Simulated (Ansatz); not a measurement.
Ansatz input file:

```yaml
crystal:
  lattice:
    - [0.0, 4.7634958955, 7.4385360108]
    - [2.3805355203, 0.0, 7.4385360108]
    - [2.3805355203, 4.7634958955, 0.0]
  atoms:
    - { symbol: Si, position: [0.5631505054, 0.5631505054, 0.9368494946] }
    - { symbol: Si, position: [0.3131505054, 0.3131505054, 0.6868494946] }
    - { symbol: Si, position: [0.6868494946, 0.6868494946, 0.3131505054] }
    - { symbol: Si, position: [0.9368494946, 0.9368494946, 0.5631505054] }
    - { symbol: O, position: [0.625, 0.125, 0.625] }
    - { symbol: O, position: [0.625, 0.625, 0.125] }
    - { symbol: O, position: [0.625, 0.625, 0.625] }
    - { symbol: O, position: [0.125, 0.625, 0.625] }
    - { symbol: O, position: [0.186221437, 0.813778563, 0.186221437] }
    - { symbol: O, position: [0.813778563, 0.186221437, 0.813778563] }
    - { symbol: O, position: [0.436221437, 0.063778563, 0.436221437] }
    - { symbol: O, position: [0.063778563, 0.436221437, 0.063778563] }
basis:
  ecutwfc: 500
kpoints:
  mp_grid: { grid: [6, 6, 6] }
hamiltonian:
  xc: r2scan
scf:
  occupations: { method: gaussian, width: 0.02 }
output:
  forces: true
  stress: true
  eigenvalues: true
relax:
  adjacent_minimum: "off"
  f_tol: 0.01
  max_steps: 30
  cell: { stress_tol: 0.1, fix: [volume] }
```

Run as
```bash
ansatz run input.yaml --threads 2 --pin off --max-ram 5120MiB --backend cpu --events-out ev --progress --plain --runs-dir out
```

Computed with DFT r2SCAN, scalar-relativistic, plane waves, PAW in Ansatz 0.2.0.

From the run's log, abridged:

```
Pseudopotentials: kind: paw
Pseudopotential: Si, paw, valence charge 4, recommended cutoff 500 eV (meta_gga)
Pseudopotential: O, paw, valence charge 6, recommended cutoff 500 eV (meta_gga)
Functional definition: r2SCAN
Crystal: 12 atoms, lattice volume = 168.701 Å³
Basis set: ecut = 500 eV, 4315 PW (Γ), exchange–correlation on 288×240×160 points (64 copies of the dense FFT grid, shifted against one another)
Bands: 44, of which v1, the nominal top of the filled ones, is band 32 counted from 1 (31 counted from 0)
Symmetry: 8 space group operations
Space group: Fddd (ITA 70), of the structure as read, at distance tolerance 5.5e-5 Å
k-points: 46 of 216
Initial density: superposition of atomic densities (neutral atoms: chi_scale 0, normalization atom), corrected by the library's trained network
Initial wavefunctions: pseudopotential atomic-orbital guess
Functional: x = r2scan, c = r2scan; τ floored in thin density (d = 2e-4 eV/Å³)
SCF iter   1: F=—  HF=-7119.806841 eV  |F-HF|=—  |Δ(HF+E_count)|=         —  Δρ=6.63e-3  dr2=7.47e-2  dr2_τ=9.77e-1  ethr=1.77e-3  ⟨swp⟩=7.0  Hψ=10058  notcnv=0  defer=39
SCF iter   2: F=—  HF=-7120.130893 eV  |F-HF|=—  |Δ(HF+E_count)|=   3.24e-1  Δρ=4.43e-3  dr2=2.20e-2  dr2_τ=1.74e-3  ethr=1.17e-4  ⟨swp⟩=3.4  Hψ=4530  notcnv=0  defer=237
SCF iter   3: F=—  HF=-7120.127850 eV  |F-HF|=—  |Δ(HF+E_count)|=   3.04e-3  Δρ=6.67e-4  dr2=6.94e-4  dr2_τ=2.45e-4  ethr=3.43e-5  ⟨swp⟩=2.0  Hψ=3206  notcnv=0  defer=237
SCF iter   4: F=—  HF=-7120.127834 eV  |F-HF|=—  |Δ(HF+E_count)|=   1.64e-5  Δρ=2.57e-4  dr2=6.49e-5  dr2_τ=5.63e-6  ethr=1.08e-6  ⟨swp⟩=2.1  Hψ=3274  notcnv=0  defer=237
SCF iter   5: F=—  HF=-7120.127808 eV  |F-HF|=—  |Δ(HF+E_count)|=   2.54e-5  Δρ=1.07e-4  dr2=1.51e-5  dr2_τ=1.85e-6  ethr=1.01e-7  ⟨swp⟩=2.0  Hψ=3156  notcnv=0  defer=237
SCF iter   6: F=—  HF=-7120.127808 eV  |F-HF|=—  |Δ(HF+E_count)|=   1.00e-7  Δρ=5.44e-5  dr2=4.58e-6  dr2_τ=1.20e-7  ethr=2.37e-8  ⟨swp⟩=2.0  Hψ=2779  notcnv=0  defer=237
SCF iter   7: F=—  HF=-7120.127809 eV  |F-HF|=—  |Δ(HF+E_count)|=   1.24e-7  Δρ=1.23e-5  dr2=2.34e-7  dr2_τ=8.19e-9  ethr=7.16e-9  ⟨swp⟩=2.9  Hψ=3683  notcnv=0  defer=237
SCF iter   8: F=-7120.127809 eV  HF=-7120.127809 eV  |F-HF|=2.48e-9  |Δ(HF+E_count)|=   1.12e-7  Δρ=2.66e-6  dr2=1.15e-8  dr2_τ=3.91e-10  ethr=1.56e-10  ⟨swp⟩=13.4  Hψ=10746  notcnv=0
SCF 1 converged in 8 iterations: F = -7120.127809 eV  dr2 = 1.15e-8
relax step   1: F+E_penalty+E_count = -7120.12780861 eV  Δ(F+E_penalty+E_count) = +0.000e0 eV  max|allowed force component| = 3.815e-1 eV/Å  Δτ_max = 0.0000 Å  P = -5.248 GPa  Ω = 168.701 Å³  fix = [volume]  reactions: volume -5.248 GPa (8 SCF iters, dr2 threshold 1.00e-7 eV, accepted)
Basis set: ecut = 500 eV, 4299 PW (Γ), exchange–correlation on 288×240×160 points (64 copies of the dense FFT grid, shifted against one another)
Initial density: handed on by an earlier stage of this run
Initial wavefunctions: those handed on with the density
SCF iter   1: F=—  HF=-7120.137947 eV  |F-HF|=—  |Δ(HF+E_count)|=         —  Δρ=1.10e-3  dr2=1.62e-3  dr2_τ=1.55e-2  ethr=2.30e-6  ⟨swp⟩=3.8  Hψ=9041  notcnv=0  defer=1
SCF iter   2: F=—  HF=-7120.139840 eV  |F-HF|=—  |Δ(HF+E_count)|=   1.89e-3  Δρ=5.42e-4  dr2=4.37e-4  dr2_τ=2.60e-5  ethr=2.30e-6  ⟨swp⟩=2.0  Hψ=4003  notcnv=0  defer=6
SCF iter   3: F=—  HF=-7120.139690 eV  |F-HF|=—  |Δ(HF+E_count)|=   1.50e-4  Δρ=2.03e-4  dr2=4.91e-5  dr2_τ=1.24e-5  ethr=6.83e-7  ⟨swp⟩=2.0  Hψ=3090  notcnv=0  defer=6
SCF iter   4: F=—  HF=-7120.139684 eV  |F-HF|=—  |Δ(HF+E_count)|=   5.75e-6  Δρ=5.61e-5  dr2=3.04e-6  dr2_τ=2.26e-7  ethr=7.67e-8  ⟨swp⟩=2.0  Hψ=3015  notcnv=0  defer=6
SCF iter   5: F=-7120.139685 eV  HF=-7120.139686 eV  |F-HF|=3.60e-7  |Δ(HF+E_count)|=   1.35e-6  Δρ=2.28e-5  dr2=6.93e-7  dr2_τ=1.18e-7  ethr=1.87e-9  ⟨swp⟩=9.7  Hψ=11161  notcnv=0
SCF 2 converged in 5 iterations: F = -7120.139685 eV  dr2 = 6.93e-7
relax step   2: F+E_penalty+E_count = -7120.13968543 eV  Δ(F+E_penalty+E_count) = -1.188e-2 eV  max|allowed force component| = 2.789e-1 eV/Å  Δτ_max = 0.0092 Å  P = -4.809 GPa  Ω = 168.701 Å³  energy of the carried Pulay correction = +5.994e-17 eV  fix = [volume]  reactions: volume -4.809 GPa (5 SCF iters, dr2 threshold 1.20e-6 eV, accepted)
Basis set: ecut = 500 eV, 4319 PW (Γ), exchange–correlation on 288×240×160 points (64 copies of the dense FFT grid, shifted against one another)
SCF iter   1: F=—  HF=-7120.141198 eV  |F-HF|=—  |Δ(HF+E_count)|=         —  Δρ=2.51e-3  dr2=8.72e-3  dr2_τ=8.70e-2  ethr=1.22e-5  ⟨swp⟩=5.3  Hψ=9542  notcnv=0
SCF iter   2: F=—  HF=-7120.153093 eV  |F-HF|=—  |Δ(HF+E_count)|=   1.19e-2  Δρ=1.23e-3  dr2=2.34e-3  dr2_τ=1.32e-4  ethr=1.22e-5  ⟨swp⟩=3.0  Hψ=4389  notcnv=0
SCF iter   3: F=—  HF=-7120.152373 eV  |F-HF|=—  |Δ(HF+E_count)|=   7.20e-4  Δρ=4.93e-4  dr2=2.74e-4  dr2_τ=7.02e-5  ethr=3.65e-6  ⟨swp⟩=2.1  Hψ=3321  notcnv=0
SCF iter   4: F=—  HF=-7120.152299 eV  |F-HF|=—  |Δ(HF+E_count)|=   7.43e-5  Δρ=1.36e-4  dr2=1.63e-5  dr2_τ=1.33e-6  ethr=4.28e-7  ⟨swp⟩=2.0  Hψ=3006  notcnv=0
SCF iter   5: F=—  HF=-7120.152305 eV  |F-HF|=—  |Δ(HF+E_count)|=   6.50e-6  Δρ=4.36e-5  dr2=2.76e-6  dr2_τ=4.49e-7  ethr=2.54e-8  ⟨swp⟩=2.0  Hψ=3162  notcnv=0
SCF iter   6: F=-7120.152305 eV  HF=-7120.152305 eV  |F-HF|=7.99e-8  |Δ(HF+E_count)|=   1.85e-7  Δρ=1.97e-5  dr2=4.02e-7  dr2_τ=3.84e-8  ethr=1.87e-9  ⟨swp⟩=10.1  Hψ=11005  notcnv=0
SCF 3 converged in 6 iterations: F = -7120.152305 eV  dr2 = 4.02e-7
relax step   3: F+E_penalty+E_count = -7120.15230486 eV  Δ(F+E_penalty+E_count) = -1.262e-2 eV  max|allowed force component| = 5.407e-2 eV/Å  Δτ_max = 0.0218 Å  P = -3.768 GPa  Ω = 168.701 Å³  energy of the carried Pulay correction = +3.996e-17 eV  fix = [volume]  reactions: volume -3.768 GPa (6 SCF iters, dr2 threshold 1.20e-6 eV, accepted)
Basis set: ecut = 500 eV, 4307 PW (Γ), exchange–correlation on 288×240×160 points (64 copies of the dense FFT grid, shifted against one another)
SCF iter   1: F=—  HF=-7120.152446 eV  |F-HF|=—  |Δ(HF+E_count)|=         —  Δρ=6.04e-4  dr2=4.78e-4  dr2_τ=1.45e-3  ethr=6.71e-7  ⟨swp⟩=5.0  Hψ=9344  notcnv=0
SCF iter   2: F=—  HF=-7120.152541 eV  |F-HF|=—  |Δ(HF+E_count)|=   9.42e-5  Δρ=3.20e-4  dr2=1.59e-4  dr2_τ=5.37e-6  ethr=6.71e-7  ⟨swp⟩=3.0  Hψ=3978  notcnv=0
SCF iter   3: F=—  HF=-7120.152515 eV  |F-HF|=—  |Δ(HF+E_count)|=   2.54e-5  Δρ=8.57e-5  dr2=8.50e-6  dr2_τ=1.41e-6  ethr=2.49e-7  ⟨swp⟩=2.0  Hψ=2996  notcnv=0
SCF iter   4: F=—  HF=-7120.152517 eV  |F-HF|=—  |Δ(HF+E_count)|=   1.47e-6  Δρ=3.00e-5  dr2=1.02e-6  dr2_τ=7.84e-8  ethr=1.33e-8  ⟨swp⟩=2.0  Hψ=3302  notcnv=0
SCF iter   5: F=-7120.152517 eV  HF=-7120.152517 eV  |F-HF|=1.04e-8  |Δ(HF+E_count)|=   8.13e-7  Δρ=7.99e-6  dr2=8.06e-8  dr2_τ=1.19e-8  ethr=2.86e-10  ⟨swp⟩=9.1  Hψ=11181  notcnv=0
SCF 4 converged in 5 iterations: F = -7120.152517 eV  dr2 = 8.06e-8
relax step   4: F+E_penalty+E_count = -7120.15251745 eV  Δ(F+E_penalty+E_count) = -2.126e-4 eV  max|allowed force component| = 1.165e-1 eV/Å  Δτ_max = 0.0041 Å  P = -3.652 GPa  Ω = 168.701 Å³  fix = [volume]  reactions: volume -3.652 GPa (5 SCF iters, dr2 threshold 1.83e-7 eV, accepted)
SCF iter   1: F=—  HF=-7120.152969 eV  |F-HF|=—  |Δ(HF+E_count)|=         —  Δρ=3.53e-4  dr2=1.19e-4  dr2_τ=4.26e-5  ethr=2.16e-7  ⟨swp⟩=3.1  Hψ=9235  notcnv=0
SCF iter   2: F=—  HF=-7120.152987 eV  |F-HF|=—  |Δ(HF+E_count)|=   1.78e-5  Δρ=1.51e-4  dr2=2.98e-5  dr2_τ=1.86e-6  ethr=1.86e-7  ⟨swp⟩=2.2  Hψ=3508  notcnv=0
SCF iter   3: F=—  HF=-7120.152987 eV  |F-HF|=—  |Δ(HF+E_count)|=   4.43e-7  Δρ=6.43e-5  dr2=5.44e-6  dr2_τ=7.84e-7  ethr=4.65e-8  ⟨swp⟩=2.1  Hψ=3270  notcnv=0
SCF iter   4: F=-7120.152988 eV  HF=-7120.152988 eV  |F-HF|=1.73e-7  |Δ(HF+E_count)|=   6.42e-7  Δρ=1.37e-5  dr2=1.67e-7  dr2_τ=1.07e-8  ethr=1.33e-9  ⟨swp⟩=6.9  Hψ=10873  notcnv=0
SCF 5 converged in 4 iterations: F = -7120.152988 eV  dr2 = 1.67e-7
relax step   5: F+E_penalty+E_count = -7120.15298783 eV  Δ(F+E_penalty+E_count) = -4.704e-4 eV  max|allowed force component| = 1.440e-2 eV/Å  Δτ_max = 0.0020 Å  P = -3.662 GPa  Ω = 168.701 Å³  energy of the carried Pulay correction = +3.996e-17 eV  fix = [volume]  reactions: volume -3.662 GPa (4 SCF iters, dr2 threshold 8.48e-7 eV, accepted)
SCF iter   1: F=—  HF=-7120.153011 eV  |F-HF|=—  |Δ(HF+E_count)|=         —  Δρ=8.21e-5  dr2=6.82e-6  dr2_τ=1.91e-5  ethr=6.36e-9  ⟨swp⟩=3.1  Hψ=8879  notcnv=0
SCF iter   2: F=—  HF=-7120.153014 eV  |F-HF|=—  |Δ(HF+E_count)|=   3.04e-6  Δρ=3.90e-5  dr2=1.54e-6  dr2_τ=1.09e-7  ethr=6.36e-9  ⟨swp⟩=2.0  Hψ=3408  notcnv=0
SCF iter   3: F=—  HF=-7120.153014 eV  |F-HF|=—  |Δ(HF+E_count)|=   2.25e-8  Δρ=1.43e-5  dr2=2.44e-7  dr2_τ=4.08e-8  ethr=2.41e-9  ⟨swp⟩=2.0  Hψ=3496  notcnv=0
SCF iter   4: F=-7120.153015 eV  HF=-7120.153014 eV  |F-HF|=8.98e-9  |Δ(HF+E_count)|=   5.43e-8  Δρ=3.39e-6  dr2=8.89e-9  dr2_τ=6.13e-10  ethr=2.03e-11  ⟨swp⟩=7.5  Hψ=10523  notcnv=0
SCF 6 converged in 4 iterations: F = -7120.153015 eV  dr2 = 8.89e-9
relax step   6: F+E_penalty+E_count = -7120.15301450 eV  Δ(F+E_penalty+E_count) = -2.667e-5 eV  max|allowed force component| = 3.434e-4 eV/Å  Δτ_max = 0.0002 Å  P = -3.671 GPa  Ω = 168.701 Å³  energy of the carried Pulay correction = +3.996e-17 eV  fix = [volume]  reactions: volume -3.671 GPa (4 SCF iters, dr2 threshold 1.30e-8 eV, accepted)
Initial wavefunctions: pseudopotential atomic-orbital guess (no wavefunctions were taken with the density)
SCF iter   1: F=—  HF=-7120.153036 eV  |F-HF|=—  |Δ(HF+E_count)|=         —  Δρ=3.73e-5  dr2=5.78e-8  dr2_τ=4.24e-8  ethr=1.85e-7  ⟨swp⟩=4.3  Hψ=16467  notcnv=0
SCF iter   2: F=—  HF=-7120.153030 eV  |F-HF|=—  |Δ(HF+E_count)|=   6.25e-6  Δρ=1.89e-5  dr2=1.69e-8  dr2_τ=3.21e-7  ethr=9.03e-11  ⟨swp⟩=3.0  Hψ=4184  notcnv=0
SCF iter   3: F=—  HF=-7120.153026 eV  |F-HF|=—  |Δ(HF+E_count)|=   3.83e-6  Δρ=2.69e-6  dr2=4.80e-9  dr2_τ=3.84e-9  ethr=2.64e-11  ⟨swp⟩=2.0  Hψ=3496  notcnv=0
SCF iter   4: F=-7120.153026 eV  HF=-7120.153026 eV  |F-HF|=1.21e-9  |Δ(HF+E_count)|=   3.19e-8  Δρ=5.66e-7  dr2=3.09e-10  dr2_τ=1.28e-10  ethr=1.00e-12  ⟨swp⟩=4.4  Hψ=8960  notcnv=0
SCF 7 converged in 4 iterations: F = -7120.153026 eV  dr2 = 3.09e-10
SCF converged after 4 iterations
Free energy (F): -7120.153026 eV
Harris-Foulkes:  -7120.153026 eV  (|F-HF|=1.21e-9)
Internal energy: -7120.153026 eV  (E = F + TS)
E sigma→0 (E₀):  -7120.153026 eV
Fermi energy:    4.257203 eV
--- Per-component energies (eV) ---
  E_band       = -385.301481
  E_kinetic    = 1615.816631
  E_local      = -4331.894830  (includes V_loc(G=0)·N_el)
  E_nonlocal   = 470.252232
  E_hartree    = 1584.249726
  E_xc         = -798.401225
  E_vxc        = -1057.073537  (∫ρ·V_xc dr)
  E_paw        = -3367.128188  (= ΣΔE_a)
  E_vpaw       = -317.733968  (= ΣTr[D̂ρ^β])
  E_aug_tail   = 0.008298  (compensation charges beyond the density's cutoff)
  E_vtau       = 66.823357  (kinetic-family band-sum trace: ∫τ·v_τ [+ j·A + Jᵃ·Aᵃ] dr)
  E_ewald      = -2292.494412
  E_core_change = -0.561259  (= ΣΔE_core)
  E_smearing   =  0.000000  (= −TS)
--- Forces (eV/Å), atoms counted from 1 ---
  atom   1  Si     0.00000000     0.00000000     0.00034078
  atom   2  Si     0.00000000     0.00000000     0.00034078
  atom   3  Si     0.00000000     0.00000000    -0.00034078
  atom   4  Si     0.00000000     0.00000000    -0.00034078
  atom   5  O      0.00000000     0.00000000     0.00000000
  atom   6  O      0.00000000     0.00000000     0.00000000
  atom   7  O      0.00000000     0.00000000     0.00000000
  atom   8  O      0.00000000     0.00000000     0.00000000
  atom   9  O      0.00000000    -0.00009615     0.00000000
  atom  10  O      0.00000000     0.00009615     0.00000000
  atom  11  O      0.00000000    -0.00009615     0.00000000
  atom  12  O      0.00000000     0.00009615     0.00000000
--- Stress (GPa, compression-positive) ---
       -3.673172       0.000000       0.000000
        0.000000      -3.671351       0.000000
        0.000000       0.000000      -3.668176
  P = ⅓ Tr σ = -3.6709 GPa (-36.709 kbar)
--- Band table (eV; the first three rows and the last of 46) ---
  k-point 0: bands = ["-19.1767", "-18.2763", "-18.2721", "-17.2768", "-17.2301", "-17.1240", "-17.0804", "-17.0619", "-8.5420", "-6.7013", "-5.8899", "-4.8213", "-4.6254", "-4.3180", "-4.1123", "-3.8618", "-1.9938", "-1.5078", "-1.4814", "-1.4329", "-1.2631", "-0.9936", "-0.9680", "-0.6756", "-0.6512", "-0.5101", "-0.0298", "0.4187", "0.4527", "0.7035", "1.0748", "1.1443", "7.3701", "10.1327", "10.2629", "10.3284", "10.5707", "12.0049", "12.0092", "12.1029", "12.9251", "13.5656", "14.0581", "14.1394"]
  k-point 1: bands = ["-19.0882", "-18.3820", "-18.1394", "-17.3548", "-17.2470", "-17.1433", "-17.1067", "-17.0987", "-8.3052", "-6.8307", "-5.9283", "-4.7380", "-4.5124", "-4.3303", "-4.1948", "-3.8937", "-2.0207", "-1.8205", "-1.4338", "-1.4052", "-1.0817", "-0.9514", "-0.8636", "-0.7332", "-0.6670", "-0.5742", "0.0858", "0.3581", "0.3917", "0.7248", "0.9685", "1.0564", "7.8197", "10.3627", "10.3912", "10.6031", "10.8536", "11.8045", "12.0330", "12.3010", "12.4708", "13.0963", "13.2686", "14.0121"]
  k-point 2: bands = ["-18.8600", "-18.4168", "-18.0814", "-17.6134", "-17.2623", "-17.1726", "-17.1528", "-17.1185", "-7.8151", "-6.9199", "-6.0698", "-4.8304", "-4.6028", "-4.1949", "-4.0914", "-3.9099", "-2.0662", "-2.0043", "-1.5359", "-1.3383", "-1.2751", "-1.0357", "-0.7827", "-0.7024", "-0.6006", "-0.1985", "0.0407", "0.2134", "0.4076", "0.7278", "0.8469", "0.8630", "8.8870", "10.6021", "10.8895", "11.1460", "11.3017", "11.5526", "11.9538", "12.0529", "12.2978", "12.6293", "13.1757", "13.7674"]
  k-point 45: bands = ["-18.9295", "-18.9295", "-17.4995", "-17.4995", "-17.2547", "-17.2547", "-17.0701", "-17.0701", "-7.8864", "-7.8864", "-4.8224", "-4.8224", "-4.6475", "-4.6475", "-4.1144", "-4.1144", "-1.7860", "-1.7860", "-1.1753", "-1.1753", "-1.1301", "-1.1301", "-0.9778", "-0.9778", "-0.6513", "-0.6513", "0.3556", "0.3556", "0.5196", "0.5196", "0.9640", "0.9640", "8.5243", "8.5243", "10.6500", "10.6500", "11.0857", "11.0857", "12.2662", "12.2662", "12.7467", "12.7467", "14.1542", "14.1542"]
--- Relaxed structure (6 steps of the walk, 6 accepted, 1 SCFs on fresh bases) ---
  F+E_penalty+E_count = -7120.15302567 eV   max|allowed force component| = 3.408e-4 eV/Å   (the final SCF, on the basis selected at the relaxed cell)
  cell:  # Å, volume = 168.7011 Å³
    - [0.0, 4.77129570, 7.42054685]
    - [2.38240551, 0.0, 7.42054685]
    - [2.38240551, 4.77129570, 0.0]
  atoms:
    - { symbol: Si, position: [0.56352133, 0.56352133, 0.93647866] }
    - { symbol: Si, position: [0.31352133, 0.31352133, 0.68647866] }
    - { symbol: Si, position: [0.68647866, 0.68647866, 0.31352133] }
    - { symbol: Si, position: [0.93647866, 0.93647866, 0.56352133] }
    - { symbol: O, position: [0.625, 0.12500000, 0.62499999] }
    - { symbol: O, position: [0.625, 0.625, 0.12499999] }
    - { symbol: O, position: [0.625, 0.625, 0.62499999] }
    - { symbol: O, position: [0.12500000, 0.625, 0.62499999] }
    - { symbol: O, position: [0.18968896, 0.81031103, 0.18968896] }
    - { symbol: O, position: [0.81031103, 0.18968896, 0.81031103] }
    - { symbol: O, position: [0.43968896, 0.06031103, 0.43968896] }
    - { symbol: O, position: [0.06031103, 0.43968896, 0.06031103] }
```

The relaxation met its thresholds.

The run took 3.3 min on 2 threads of Arm Neoverse V1, with other jobs on the host, peak memory 1.4 GiB.